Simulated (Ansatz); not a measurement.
LuH2:

```xyz
3
Lattice="0.0000 2.5165 2.5165 2.5165 0.0000 2.5165 2.5165 2.5165 0.0000" Properties=species:S:1:pos:R:3 pbc="T T T"
Lu    0.0000    0.0000    0.0000
H     3.7748    3.7748    3.7748
H     1.2583    1.2583    1.2583
```

```yaml
Program: Ansatz 0.2.0
Task: relaxation of cell and atoms
Functional: PBEsol
Potentials_or_basis: Ansatz PAW
Cutoff: "420 eV (not typed: the program's choice for these potentials)"
k_mesh: 9 × 9 × 9
Occupations: fermi-dirac, width 0.05 eV
Spin: no spin polarisation
```

At the start: volume 10.62 Å³/atom.

Problem. Where does the relaxation end?

Solution. It ends after 4 steps and the volume is 10.16 Å³/atom (-4.3 %); space group Fm-3m (No. 225, to 0.05 Å).

The path:
```
step  energy change (eV)  largest force (eV/Å)  volume (Å³)
   1              0.0000                0.0000        31.87
   2             -0.0190                0.0000        30.64
   3             -0.0195                0.0000        30.49
   4             -0.0182                0.0000        30.49
```

Final structure:
```yaml
crystal:
  lattice:
    - [0.00000, 2.47951, 2.47951]
    - [2.47951, 0.00000, 2.47951]
    - [2.47951, 2.47951, 0.00000]
  atoms:
    - { symbol: Lu, position: [0.00000, 0.00000, 0.00000] }
    - { symbol: H, position: [0.75000, 0.75000, 0.75000] }
    - { symbol: H, position: [0.25000, 0.25000, 0.25000] }
```

Caveat: the plane-wave basis is chosen anew once the cell has moved, so the energies of steps on either side of that aren't comparable; the PAW data sets come from PBE, with cores solved anew for the run's functional, which leaves a small shift of forces and pressure.
